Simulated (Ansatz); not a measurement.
## TiSi₂: do energies and stresses tell the same story?

Theory: DFT PBEsol, scalar-relativistic, plane waves, PAW (Ansatz).

Cutoff 420 eV; k points 10×10×10 on the computed 6-atom cell (Γ-centred); Gaussian smearing, width 0.10 eV; no spin polarisation.

Relaxed cell: Cmcm, a = 3.517 Å, b = 13.348 Å, c = 3.556 Å, α = 90.00°, β = 90.00°, γ = 90.00°, 6 atoms in the primitive cell. This form isn't the usual stable structure of the compound.

Energies at zero smearing and pressures from the stress tensor, at volumes with shape and atoms relaxed:
| V (Å³/atom) | E − E(first) (meV/atom) | P (GPa) |
| --- | --- | --- |
| 12.241 | 0.00 | 23.05 |
| 12.658 | -50.32 | 15.82 |
| 13.076 | -83.25 | 9.68 |
| 13.493 | -101.45 | 4.45 |
| 13.910 | -107.08 | -0.01 |
| 14.328 | -101.99 | -3.82 |
| 14.745 | -87.73 | -7.08 |

Question: Check P = −dE/dV between neighbouring volumes, and get the bulk modulus from the pressures alone.

Answer: With 1 eV/Å³ = 160.2 GPa:
| middle V (Å³/atom) | −ΔE/ΔV (GPa) | mean P (GPa) |
| --- | --- | --- |
| 12.450 | 19.321 | 19.436 |
| 12.867 | 12.643 | 12.748 |
| 13.284 | 6.984 | 7.063 |
| 13.702 | 2.163 | 2.223 |
| 14.119 | -1.955 | -1.911 |
| 14.536 | -5.474 | -5.448 |

The two differ by 0.12 GPa at most. The mean of two end pressures misses the average over a step by about ΔV² P″/12, up to 0.10 GPa here; with that taken off 0.02 GPa remains. Around V = 13.910 Å³/atom, the two neighbours give B = −V ΔP/ΔV = 13.910 × 8.27 / 0.835 = 137.8 GPa, against B0 = 136.9 GPa from the Birch–Murnaghan fit of the energies.

1 further run of this set didn't finish or converge.